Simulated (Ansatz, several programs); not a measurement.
Al2GaAs3, ordered on the zincblende lattice (I-4m2) with 6 atoms a cell, relaxed with r2SCAN in Ansatz (plane waves, PAW): the symmetry is I-4m2 (No. 119, tetragonal); conventional cell a = 4.014 Å, c = 17.012 Å, 22.84 Å³ an atom. Al is surrounded by 4 As at 2.45–2.46 Å; As is surrounded by 4 Al at 2.46 Å; As is surrounded by 2 Al at 2.45 Å and 2 Ga at 2.46 Å; Ga is surrounded by 4 As at 2.46 Å. The cell was then scaled with its shape and fractional coordinates held, which makes it stiffer than a relaxed compression. Computed, not measured; no magnetism was allowed, and whether the structure is a known phase isn't checked.

```csv
V (Å³/atom),E (meV/atom)
21.474,21.39
22.845,0.00
23.530,4.56
24.215,17.29
```

Question: Pass a cubic E = c₀ + c₁u + c₂u² + c₃u³, with u = V − 23.016 Å³, through these points.

Answer: c₀ = 0.29, c₁ = +3.421, c₂ = 9.899, c₃ = -0.7736 (meV and Å³).

Question: Where is the minimum, and what bulk modulus follows?

Answer: dE/du = 0 at u = -0.169, so V₀ = 22.85 Å³. B = V₀ d²E/dV² = 22.85 × (2c₂ + 6c₃u) = 22.85 × 20.584 = 470 meV/Å³, and 1 meV/Å³ is 0.16022 GPa: 75 GPa. A third-order Birch-Murnaghan fit to all five points gives 22.84 Å³ and 75 GPa.

Question: Predict the energy and the pressure at the withheld volume, 22.159 Å³.

Answer: With u = -0.857: E ≈ 5.12 meV and P = −dE/dV ≈ +2.44 GPa. The run gives 5.06 meV and, from its stress, +2.43 GPa.
